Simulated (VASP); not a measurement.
# As2Pt (Sperrylite) (Pa-3) in VASP: further runs, part 2 of 2

VASP 6.6.1. Earlier steps stand in the parts before.

## (3) Relaxation of the atoms, PBE (a relaxed cell with its volume scaled by 1.06)

The input, INCAR:

```
SYSTEM = As2Pt
ALGO = Normal ; EDIFF = 1E-7
EDIFFG = -0.01 ; ENCUT = 300
GGA = PE ; IBRION = 2
ISIF = 2 ; ISMEAR = 0
LASPH = .TRUE. ; LCHARG = .FALSE.
LREAL = .FALSE. ; LWAVE = .FALSE.
NELM = 80 ; NSW = 40
PREC = Accurate ; SIGMA = 0.03
```

The input, KPOINTS:

```
k-points
0
G
  3 3 3
  0 0 0
```

The input, POSCAR:

```
As2Pt                                   
1.0
    6.1750239401      0.0000000000      0.0000000000
    0.0000000000      6.1750239401      0.0000000000
    0.0000000000      0.0000000000      6.1750239401
  As              Pt            
     8     4
Direct
     0.3836833063976570    0.3836833063976570    0.3836833063976570
     0.1163166936023430    0.6163166936023430    0.8836833063976570
     0.8836833063976570    0.1163166936023430    0.6163166936023430
     0.6163166936023430    0.8836833063976570    0.1163166936023430
     0.6163166936023430    0.6163166936023430    0.6163166936023430
     0.8836833063976570    0.3836833063976570    0.1163166936023430
     0.1163166936023430    0.8836833063976570    0.3836833063976570
     0.3836833063976570    0.1163166936023430    0.8836833063976570
     0.0000000000000000    0.0000000000000000    0.0000000000000000
     0.5000000000000000    0.0000000000000000    0.5000000000000000
     0.5000000000000000    0.5000000000000000    0.0000000000000000
     0.0000000000000000    0.5000000000000000    0.5000000000000000
```

Potentials or basis: VASP PAW PBE potentials, release 64 (As, Pt).

Started as:

```bash
cat potpaw_PBE.64/As/POTCAR potpaw_PBE.64/Pt/POTCAR > POTCAR
mpirun -np 4 vasp_std > vasp.out
```

OUTCAR:

```text
SYSTEM = As2Pt
   EDIFF = 1E-7
   EDIFFG = -0.01
   ENCUT = 300
   GGA = PE
   IBRION = 2
   ISIF = 2
   ISMEAR = 0
   LASPH = .TRUE.
   LREAL = .FALSE.
   NELM = 80
   NSW = 40
   PREC = Accurate

 ion  position               nearest neighbor table
   1  0.384  0.384  0.384-   5 2.49  10 2.58  12 2.58  11 2.58
   2  0.116  0.616  0.884-   6 2.49   9 2.58  11 2.58  12 2.58
   3  0.884  0.116  0.616-   7 2.49  10 2.58  12 2.58   9 2.58
   4  0.616  0.884  0.116-   8 2.49   9 2.58  11 2.58  10 2.58
   5  0.616  0.616  0.616-   1 2.49  10 2.58  12 2.58  11 2.58
   6  0.884  0.384  0.116-   2 2.49   9 2.58  11 2.58  12 2.58
   7  0.116  0.884  0.384-   3 2.49  10 2.58  12 2.58   9 2.58
   8  0.384  0.116  0.884-   4 2.49   9 2.58  11 2.58  10 2.58
   9  0.000  0.000  0.000-   2 2.58   4 2.58   6 2.58   8 2.58   7 2.58   3 2.58
  10  0.500  0.000  0.500-   1 2.58   3 2.58   5 2.58   7 2.58   4 2.58   8 2.58
  11  0.500  0.500  0.000-   2 2.58   4 2.58   6 2.58   8 2.58   1 2.58   5 2.58
  12  0.000  0.500  0.500-   1 2.58   3 2.58   5 2.58   7 2.58   6 2.58   2 2.58

  LATTYP: Found a simple cubic cell.
 ALAT       =     6.1750239401

  Lattice vectors:

 A1 = (   6.1750239401,   0.0000000000,   0.0000000000)
 A2 = (   0.0000000000,   6.1750239401,   0.0000000000)
 A3 = (   0.0000000000,   0.0000000000,   6.1750239401)

Analysis of symmetry for initial positions (statically):
[... 169 lines left out ...]

 Free energy of the ion-electron system (eV)
  ---------------------------------------------------
  ext. energy  EPLUGINS =         0.00000000
  ---------------------------------------------------
  free energy    TOTEN  =       -67.62005698 eV

  energy without entropy =      -67.62005698  energy(sigma->0) =      -67.62005698

------------------------ aborting loop because EDIFF is reached ----------------------------------------

  FORCE on cell =-STRESS in cart. coord.  units (eV):
  Direction    XX          YY          ZZ          XY          YZ          ZX
  --------------------------------------------------------------------------------------
  -------------------------------------------------------------------------------------
  Total      -10.2063291    -10.2063291    -10.2063291     -0.0000000     -0.0000000      0.0000000
  in kB      -69.4487149    -69.4487149    -69.4487149     -0.0000000     -0.0000000      0.0000000
  external PRESSURE =     -69.4487149 kB  Pullay stress =       0.0000000 kB
[... 79 lines left out ...]
--------------------------------------- Ionic step        3  -------------------------------------------

 number of electron      80.0000035 magnetization

 Free energy of the ion-electron system (eV)
  ---------------------------------------------------
  ext. energy  EPLUGINS =         0.00000000
  ---------------------------------------------------
  free energy    TOTEN  =       -67.62240223 eV

  energy without entropy =      -67.62240223  energy(sigma->0) =      -67.62240223

 E-fermi :   6.4411     XC(G=0): -10.8475

 val. band max:        6.2835803988   @ k =   0.3333   0.3333   0.0000
 cond. band min:       6.5932381910   @ k =   0.3333   0.3333   0.3333
 fundamental gap:      0.3096577921
 Fermi energy:         6.4410740782

 k-point     1 :       0.0000    0.0000    0.0000
  band No.  band energies     occupation
      1      -7.2136      2.00000
      2      -5.4760      2.00000
      3      -5.4760      2.00000
      4      -5.4760      2.00000
      5      -3.4265      2.00000
      6      -3.4265      2.00000
[... 232 lines left out ...]
  FREE ENERGIE OF THE ION-ELECTRON SYSTEM (eV)
  ---------------------------------------------------
  free  energy   TOTEN  =       -67.6224022296 eV

  energy  without entropy=      -67.6224022296  energy(sigma->0) =      -67.62240223

 reached required accuracy - stopping structural energy minimisation
```

OSZICAR:

```text
N       E                     dE             d eps       ncg     rms          rms(c)
DAV:   1     0.293076441982E+03    0.29308E+03   -0.25452E+04   384   0.938E+02
DAV:   2    -0.502931370513E+02   -0.34337E+03   -0.32627E+03   448   0.208E+02
DAV:   3    -0.701102402973E+02   -0.19817E+02   -0.19373E+02   464   0.481E+01
[... 23 lines left out ...]
DAV:   1    -0.676223518454E+02   -0.98013E-04   -0.94640E-03   384   0.330E-01    0.271E-02
DAV:   2    -0.676223991687E+02   -0.47323E-04   -0.50323E-04   448   0.671E-02    0.136E-02
DAV:   3    -0.676224005202E+02   -0.13515E-05   -0.80570E-06   464   0.901E-03    0.945E-03
DAV:   4    -0.676224022378E+02   -0.17176E-05   -0.17842E-06   440   0.552E-03    0.113E-03
DAV:   5    -0.676224022296E+02    0.81900E-08   -0.27000E-07   288   0.203E-03
   3 F= -.67622402E+02 E0= -.67622402E+02  d E =-.234525E-02
```

CONTCAR:

```text
As2Pt
   1.00000000000000
     6.1750239401000000    0.0000000000000000    0.0000000000000000
     0.0000000000000000    6.1750239401000000    0.0000000000000000
     0.0000000000000000    0.0000000000000000    6.1750239401000000
  As              Pt
     8     4
Direct
     0.3842551936002976    0.3842551936002976    0.3842551936002976
     0.1157448063997024    0.6157448063997024    0.8842551936002976
     0.8842551936002976    0.1157448063997024    0.6157448063997024
     0.6157448063997024    0.8842551936002976    0.1157448063997024
     0.6157448063997024    0.6157448063997024    0.6157448063997024
     0.8842551936002976    0.3842551936002976    0.1157448063997024
     0.1157448063997024    0.8842551936002976    0.3842551936002976
     0.3842551936002976    0.1157448063997024    0.8842551936002976
     0.0000000000000000    0.0000000000000000    0.0000000000000000
     0.5000000000000000    0.0000000000000000    0.5000000000000000
     0.5000000000000000    0.5000000000000000    0.0000000000000000
     0.0000000000000000    0.5000000000000000    0.5000000000000000

  0.00000000E+00  0.00000000E+00  0.00000000E+00
  0.00000000E+00  0.00000000E+00  0.00000000E+00
  0.00000000E+00  0.00000000E+00  0.00000000E+00
  0.00000000E+00  0.00000000E+00  0.00000000E+00
  0.00000000E+00  0.00000000E+00  0.00000000E+00
  0.00000000E+00  0.00000000E+00  0.00000000E+00
  0.00000000E+00  0.00000000E+00  0.00000000E+00
  0.00000000E+00  0.00000000E+00  0.00000000E+00
  0.00000000E+00  0.00000000E+00  0.00000000E+00
  0.00000000E+00  0.00000000E+00  0.00000000E+00
  0.00000000E+00  0.00000000E+00  0.00000000E+00
  0.00000000E+00  0.00000000E+00  0.00000000E+00
```

Wall time 13 s (4 MPI ranks of Intel Xeon Platinum 8488C (Sapphire Rapids), shared host); peak memory 0.13 GiB.

Results:

* Free energy: -67.6224 eV
* Energy gained by relaxing: 0.2 meV/atom
* Ionic steps: 3
* Pressure after relaxing: -6.9 GPa
* Band gap on the k mesh: 0.31 eV, indirect (least direct gap 0.89 eV)

Step by step:
```
step  energy change (eV)  largest force (eV/Å)  pressure (GPa)
   1              0.0000                0.0951           -6.94
   2             -0.0022                0.0241           -6.90
   3             -0.0023                0.0001           -6.89
```

Final structure:
```
As Pt
1.0
     6.17502    0.00000    0.00000
     0.00000    6.17502    0.00000
     0.00000    0.00000    6.17502
As Pt
8 4
Direct
  0.38426 0.38426 0.38426
  0.11574 0.61574 0.88426
  0.88426 0.11574 0.61574
  0.61574 0.88426 0.11574
  0.61574 0.61574 0.61574
  0.88426 0.38426 0.11574
  0.11574 0.88426 0.38426
  0.38426 0.11574 0.88426
  0.00000 0.00000 0.00000
  0.50000 0.00000 0.50000
  0.50000 0.50000 0.00000
  0.00000 0.50000 0.50000
```

Caveat: spin-orbit coupling is left out, which moves the levels of the heavy elements; an odd mesh through Γ misses points on the zone boundary, where band edges often lie.

## (4) Relaxation of cell and atoms, PBEsol

The input, INCAR:

```
SYSTEM = As2Pt
PREC     = Accurate       ! precision mode
ENCUT    = 600            ! plane-wave cutoff, eV
EDIFF    = 1E-6           ! SCF threshold, eV
ISMEAR   = 0              ! smearing method
SIGMA    = 0.03           ! smearing width, eV
LREAL    = .FALSE.        ! projectors in reciprocal space
LASPH    = .TRUE.         ! aspherical terms in the spheres
NELM     = 80             ! most SCF steps
ALGO     = Normal         ! electronic algorithm
ISIF     = 3              ! what is computed and relaxed
LWAVE    = .FALSE.        ! write WAVECAR
LCHARG   = .FALSE.        ! write CHGCAR
GGA      = PS             ! functional
IBRION   = 2              ! ionic algorithm
NSW      = 90             ! ionic steps
EDIFFG   = -0.01          ! ionic threshold
KPAR     = 4
```

The input, KPOINTS:

```
regular mesh
0
G
  6 6 6
  0 0 0
```

The input, POSCAR:

```
As2Pt
1.0
    5.9665000000      0.0000000000      0.0000000000
    0.0000000000      5.9665000000      0.0000000000
    0.0000000000      0.0000000000      5.9665000000
As Pt
8 4
Direct
    0.3830000000      0.3830000000      0.3830000000
    0.1170000000      0.6170000000      0.8830000000
    0.8830000000      0.1170000000      0.6170000000
    0.6170000000      0.8830000000      0.1170000000
    0.6170000000      0.6170000000      0.6170000000
    0.8830000000      0.3830000000      0.1170000000
    0.1170000000      0.8830000000      0.3830000000
    0.3830000000      0.1170000000      0.8830000000
    0.0000000000      0.0000000000      0.0000000000
    0.5000000000      0.0000000000      0.5000000000
    0.5000000000      0.5000000000      0.0000000000
    0.0000000000      0.5000000000      0.5000000000
```

Started as:

```bash
cat potpaw_PBE.64/As/POTCAR potpaw_PBE.64/Pt/POTCAR > POTCAR
mpirun -np 4 vasp_std > vasp.out
```

Wall time 2.2 min (4 MPI ranks of Intel Xeon 6975P-C (Granite Rapids), shared host); peak memory 0.5 GiB.

The run converged. Its results:

```
Free energy                            : -75.3441 eV
Relaxed volume                         : 17.85 Å³/atom
Relaxed cell                           : a = 5.983 Å, b = 5.983 Å, c = 5.983 Å, α = 90.00°, β = 90.00°, γ = 90.00°
Space group after relaxing (to 0.05 Å) : Pa-3 (No. 205)
Energy gained by relaxing              : 0.6 meV/atom
Ionic steps                            : 5
Pressure after relaxing                : 0.0 GPa
Band gap on the k mesh                 : 0.26 eV, indirect (least direct gap 1.00 eV)
```

Forces in eV/Å, atoms in the order of the input:
```
As  -0.001 -0.001 -0.001
As   0.001  0.001 -0.001
As  -0.001  0.001  0.001
As   0.001 -0.001  0.001
As   0.001  0.001  0.001
As  -0.001 -0.001  0.001
As   0.001 -0.001 -0.001
As  -0.001  0.001 -0.001
Pt   0.000  0.000  0.000
Pt   0.000  0.000  0.000
Pt   0.000  0.000  0.000
Pt   0.000  0.000  0.000
```

The path:
```tsv
step	energy change (eV)	largest force (eV/Å)	pressure (GPa)	volume (Å³)
1	0.0000	0.0350	1.36	212.40
2	0.0105	0.0258	-2.00	217.04
3	-0.0077	0.0105	0.00	214.21
4	-0.0077	0.0100	-0.03	214.24
5	-0.0077	0.0022	0.03	214.16
```

Final structure:
```
As Pt
1.0
     5.98289    0.00000    0.00000
     0.00000    5.98289    0.00000
     0.00000    0.00000    5.98289
As Pt
8 4
Direct
  0.38289 0.38289 0.38289
  0.11711 0.61711 0.88289
  0.88289 0.11711 0.61711
  0.61711 0.88289 0.11711
  0.61711 0.61711 0.61711
  0.88289 0.38289 0.11711
  0.11711 0.88289 0.38289
  0.38289 0.11711 0.88289
  0.00000 0.00000 0.00000
  0.50000 0.00000 0.50000
  0.50000 0.50000 0.00000
  0.00000 0.50000 0.50000
```

Levels at points of the mesh, in eV from the valence-band top:
```tsv
k point	band 38	band 39	band 40	band 41	band 42	band 43
(0.00, 0.00, 0.00)	-0.97	-0.97	-0.97	0.65	0.65	0.65
(0.50, 0.00, 0.00)	-1.25	-0.83	-0.83	1.47	1.47	1.65
(0.50, 0.50, 0.00)	-0.59	-0.59	-0.59	1.96	1.96	1.96
(0.50, 0.50, 0.50)	-0.74	-0.74	-0.74	0.26	0.26	0.26
```

Caveat: the PAW data sets were made with another functional, which shifts forces and pressure a little; spin-orbit coupling is left out, which moves the levels of the heavy elements.

## (5) Relaxation of cell and atoms, PBEsol

This run uses another cell than the first one, of 17.85 Å³/atom, 1.008 times its volume.

INCAR: that of step 4 with these lines changed.

```diff
@@ -3,3 +3,3 @@
 ENCUT    = 600            ! plane-wave cutoff, eV
-EDIFF    = 1E-6           ! SCF threshold, eV
+EDIFF    = 1E-7           ! SCF threshold, eV
 ISMEAR   = 0              ! smearing method
@@ -16,3 +16,3 @@
 NSW      = 90             ! ionic steps
-EDIFFG   = -0.01          ! ionic threshold
+EDIFFG   = -0.005         ! ionic threshold
 KPAR     = 4
```

KPOINTS is that of step 4.

The input, POSCAR:

```
As2Pt                                   
1.0
    5.9828939147      0.0000000000     -0.0000000000
    0.0000000000      5.9828939147      0.0000000000
    0.0000000000      0.0000000000      5.9828939147
  As              Pt            
     8     4
Direct
     0.3828931724908698    0.3828931724908698    0.3828931724908698
     0.1171068275091302    0.6171068275091303    0.8828931724908697
     0.8828931724908697    0.1171068275091302    0.6171068275091303
     0.6171068275091303    0.8828931724908697    0.1171068275091302
     0.6171068275091303    0.6171068275091303    0.6171068275091303
     0.8828931724908697    0.3828931724908698    0.1171068275091302
     0.1171068275091302    0.8828931724908697    0.3828931724908698
     0.3828931724908698    0.1171068275091302    0.8828931724908697
     0.0000000000000000    0.0000000000000000    0.0000000000000000
     0.5000000000000000    0.0000000000000000    0.5000000000000000
     0.5000000000000000    0.5000000000000000    0.0000000000000000
     0.0000000000000000    0.5000000000000000    0.5000000000000000
```

Started as:

```bash
cat potpaw_PBE.64/As/POTCAR potpaw_PBE.64/Pt/POTCAR > POTCAR
mpirun -np 4 vasp_std > vasp.out
```

Wall time 43 s (4 MPI ranks of Intel Xeon 6975P-C (Granite Rapids), shared host); peak memory 0.47 GiB.

Results (log left out):

* Free energy: -75.3443 eV
* Pressure after relaxing: 0.0 GPa
* Band gap on the k mesh: 0.26 eV, indirect (least direct gap 1.00 eV)

Forces in eV/Å, atoms in the order of the input:
```
As  -0.001 -0.001 -0.001
As   0.001  0.001 -0.001
As  -0.001  0.001  0.001
As   0.001 -0.001  0.001
As   0.001  0.001  0.001
As  -0.001 -0.001  0.001
As   0.001 -0.001 -0.001
As  -0.001  0.001 -0.001
Pt   0.000  0.000  0.000
Pt   0.000  0.000  0.000
Pt   0.000  0.000  0.000
Pt   0.000  0.000  0.000
```

Final structure:
```
As Pt
1.0
     5.98289    0.00000    0.00000
     0.00000    5.98289    0.00000
     0.00000    0.00000    5.98289
As Pt
8 4
Direct
  0.38289 0.38289 0.38289
  0.11711 0.61711 0.88289
  0.88289 0.11711 0.61711
  0.61711 0.88289 0.11711
  0.61711 0.61711 0.61711
  0.88289 0.38289 0.11711
  0.11711 0.88289 0.38289
  0.38289 0.11711 0.88289
  0.00000 0.00000 0.00000
  0.50000 0.00000 0.50000
  0.50000 0.50000 0.00000
  0.00000 0.50000 0.50000
```

Levels at points of the mesh, in eV from the valence-band top:
```tsv
k point	band 36	band 37	band 38	band 39	band 40	band 41	band 42	band 43	band 44	band 45
(0.00, 0.00, 0.00)	-2.46	-2.46	-0.97	-0.97	-0.97	0.65	0.65	0.65	1.56	4.02
(0.50, 0.00, 0.00)	-1.93	-1.25	-1.25	-0.83	-0.83	1.47	1.47	1.65	1.65	2.71
(0.50, 0.50, 0.00)	-2.01	-0.59	-0.59	-0.59	-0.59	1.96	1.96	1.96	1.96	2.19
(0.50, 0.50, 0.50)	-1.11	-0.74	-0.74	-0.74	-0.74	0.26	0.26	0.26	0.26	2.95
```

Caveat: the relaxation stopped at its first step, so nothing moved; the PAW data sets were made with another functional, which shifts forces and pressure a little; spin-orbit coupling is left out, which moves the levels of the heavy elements.

## (6) Summary

```tsv
task	level	cell	k mesh	cutoff (eV)	gap on the mesh (eV)	pressure (GPa)
relaxation of the atoms	PBE	atoms relaxed from: a relaxed cell with its volume scaled by 1.04	3 × 3 × 3	300	0.37	-4.9
relaxation of the atoms	PBE	atoms relaxed from: a relaxed cell with its volume scaled by 1.06	3 × 3 × 3	300	0.31	-6.9
relaxation of cell and atoms	PBEsol	relaxed	6 × 6 × 6	600	0.26	0.0
```

Alike in all rows: potentials or basis VASP PAW PBE potentials, release 64 (As, Pt); no spin polarisation; smearing gaussian 0.03 eV.

Caveats: spin-orbit coupling is left out, which moves the levels of the heavy elements; an odd mesh through Γ misses points on the zone boundary, where band edges often lie (some runs); the relaxation stopped at its first step, so nothing moved (some runs); the PAW data sets were made with another functional, which shifts forces and pressure a little (some runs).

Total energies depend on the potentials used, so only differences within one code and one set of settings carry meaning.
